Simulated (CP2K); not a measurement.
## CsBr: one setting at a time in CP2K

Simulated with CP2K 2026.2. This is a test of settings. The cell began as a measured structure and was relaxed with r2SCAN in plane waves (Ansatz 0.2.0). All runs are without spin polarisation.

It is cubic, Pm-3m (No. 221); conventional cell a = 4.320 Å, 40.30 Å³ an atom. Cs has 8 Br at 3.74 Å; Br has 8 Cs at 3.74 Å.

The base run uses PBE in the SZV-MOLOPT-SR basis.

```
&GLOBAL
 PROJECT run
 RUN_TYPE ENERGY_FORCE
 PRINT_LEVEL LOW
&END GLOBAL
&FORCE_EVAL
 METHOD QS
 STRESS_TENSOR ANALYTICAL
 &DFT
  BASIS_SET_FILE_NAME BASIS_MOLOPT
  POTENTIAL_FILE_NAME GTH_POTENTIALS
  &QS
   EXTRAPOLATION USE_GUESS
  &END QS
  &MGRID
   CUTOFF 350
   REL_CUTOFF 50
  &END MGRID
  &XC
   &XC_FUNCTIONAL PBE
   &END XC_FUNCTIONAL
  &END XC
  &KPOINTS
   SCHEME MONKHORST-PACK 5 5 5
   SYMMETRY F
   FULL_GRID F
  &END KPOINTS
  &SCF
   ADDED_MOS 8
   EPS_SCF 1e-6
   MAX_SCF 80
   &DIAGONALIZATION
   &END DIAGONALIZATION
   &MIXING
    METHOD BROYDEN_MIXING
    ALPHA 0.3
   &END MIXING
   &SMEAR
    METHOD FERMI_DIRAC
    ELECTRONIC_TEMPERATURE [K] 232
   &END SMEAR
   &PRINT
    &ITERATION_INFO
    &END ITERATION_INFO
   &END PRINT
  &END SCF
  &PRINT
   &BAND_STRUCTURE
    FILE_NAME bands.bs
    ADDED_MOS 6
    &KPOINT_SET
     UNITS B_VECTOR
     SPECIAL_POINT 0.00000000 0.00000000 0.00000000
     NPOINTS 0
    &END KPOINT_SET
    &KPOINT_SET
     UNITS B_VECTOR
     SPECIAL_POINT 0.00000000 0.50000000 0.00000000
     NPOINTS 0
    &END KPOINT_SET
    &KPOINT_SET
     UNITS B_VECTOR
     SPECIAL_POINT 0.50000000 0.50000000 0.00000000
     NPOINTS 0
    &END KPOINT_SET
    &KPOINT_SET
     UNITS B_VECTOR
     SPECIAL_POINT 0.50000000 0.50000000 0.50000000
     NPOINTS 0
    &END KPOINT_SET
    &KPOINT_SET
     UNITS B_VECTOR
     SPECIAL_POINT 0.00000000 0.50000000 0.50000000
     NPOINTS 0
    &END KPOINT_SET
   &END BAND_STRUCTURE
  &END PRINT
 &END DFT
 &SUBSYS
  &CELL
   A 4.31960057 0.00000000 0.00000000
   B -0.00000000 4.31960057 0.00000000
   C -0.00000000 -0.00000000 4.31960057
  &END CELL
  &COORD
   SCALED
   Cs -0.00000000 0.00000000 0.00000000
   Br 0.50000000 0.50000000 0.50000000
  &END COORD
  &KIND Cs
   BASIS_SET SZV-MOLOPT-SR-GTH
   POTENTIAL GTH-PBE
  &END KIND
  &KIND Br
   BASIS_SET SZV-MOLOPT-SR-GTH
   POTENTIAL GTH-PBE
  &END KIND
 &END SUBSYS
 &PRINT
  &STRESS_TENSOR
  &END STRESS_TENSOR
  &FORCES
  &END FORCES
 &END PRINT
&END FORCE_EVAL
```

Command: `cp2k.psmp -i run.inp`. It took 3.2 s on 2 threads of Arm Neoverse V1, with other jobs on the host, peak memory 0.23 GiB.

It converged with a gap of 3.57 eV and a pressure of 2.87 GPa (positive in compression). Pressures on CP2K's grid carry noise of some tenths of a GPa.

Each further run moved one setting: XC_FUNCTIONAL (functional, with the PBE potentials kept); EPS_SCF (SCF threshold); KPOINTS (Monkhorst-Pack mesh); CUTOFF (density grid cutoff in Ry); ELECTRONIC_TEMPERATURE (smearing temperature in K). Changes are from the base run, which isn't itself converged in every setting; energies of another Hamiltonian, functional, basis or charge aren't compared, and those at a high electronic temperature are mostly its entropy term. CP2K's gap is over the listed points.

| setting | how it ended | gap change (eV) | energy change (meV/atom) | pressure change (GPa) | time (s) |
| --- | --- | --- | --- | --- | --- |
| XC_FUNCTIONAL = PADE | converged | -0.53 | – | -1.72 | 2.9 |
| EPS_SCF = 1e-9 | converged | 0.00 | 0.0 | 0.00 | 4.3 |
| KPOINTS = 7x7x7 | converged | 0.00 | -0.4 | -0.01 | 5 |
| CUTOFF = 120 | converged | 0.00 | -0.2 | 0.01 | 2.5 |
| XC_FUNCTIONAL = BLYP | converged | 0.06 | – | 0.79 | 3.1 |
| ELECTRONIC_TEMPERATURE = 20000 (poor on purpose) | converged | 0.49 | -652.0 | 5.21 | 3.3 |

EPS_SCF = 1e-9 changes nothing that matters here. KPOINTS = 7x7x7 changes nothing that matters here. CUTOFF = 120 changes nothing that matters here.

Spin-orbit coupling is left out.
